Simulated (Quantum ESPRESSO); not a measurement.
**BaTiO3 in Quantum ESPRESSO: convergence with k mesh**

Crystal: BaTiO3.

```xyz
5
Lattice="3.9998 0.0000 0.0000 0.0000 3.9998 0.0000 0.0000 0.0000 4.0180" Properties=species:S:1:pos:R:3 pbc="T T T"
Ba    0.0000    0.0000    0.0000
Ti    1.9999    1.9999    1.9688
O     0.0000    1.9999    2.0773
O     1.9999    0.0000    2.0773
O     1.9999    1.9999    0.0763
```

- Program: Quantum ESPRESSO 7.5
- Task: single point
- Functional: PBE
- Potentials or basis: SG15 PBE 1.2
- Cutoff: 952 eV
- Density cutoff: 3810 eV
- k mesh: 1 × 1 × 1
- Occupations: methfessel-paxton, width 0.136 eV
- Spin: no spin polarisation

These are the settings of the first run; the series varies k mesh, with any setting tied to it.

Hardware: 1 thread of Arm Neoverse V1, with other jobs on the host.

```tsv
k mesh	energy less the tightest run, at zero smearing (meV/atom)	largest force (eV/Å)	gap on the mesh (eV)	SCF cycles	CPU time (s)	peak memory (GiB)
1 × 1 × 1	3145.63	21.239	-	33	7.7	0.08
2 × 2 × 2	124.88	2.021	1.612	12	19	0.1
3 × 3 × 3	13.98	0.476	2.086	12	18	0.1
4 × 4 × 4	2.12	0.298	1.869	13	57	0.12
5 × 5 × 5	0.17	0.274	2.033	13	57	0.12
6 × 6 × 6	0.06	0.269	1.877	13	130	0.16
7 × 7 × 7	0.02	0.268	1.971	12	120	0.16
8 × 8 × 8	0.02	0.268	1.877	13	240	0.22
10 × 10 × 10	0.00	0.268	1.877	13	390	0.32
```

Against the tightest run, the energy stays within 1 meV/atom from 5 × 5 × 5 on; the largest force stays within 0.005 eV/Å from 6 × 6 × 6 on; the gap on the mesh stays within 0.01 eV from 8 × 8 × 8 on. Meshes of other sizes hit other points, so gaps and Fermi surfaces needn't settle smoothly. The tightest run that finished is the yardstick and may itself not be fully converged.

Caveat, for the tightest run too: this smearing can shift energies of a crystal with a gap; spin-orbit coupling is left out, which moves the levels of the heavy elements.
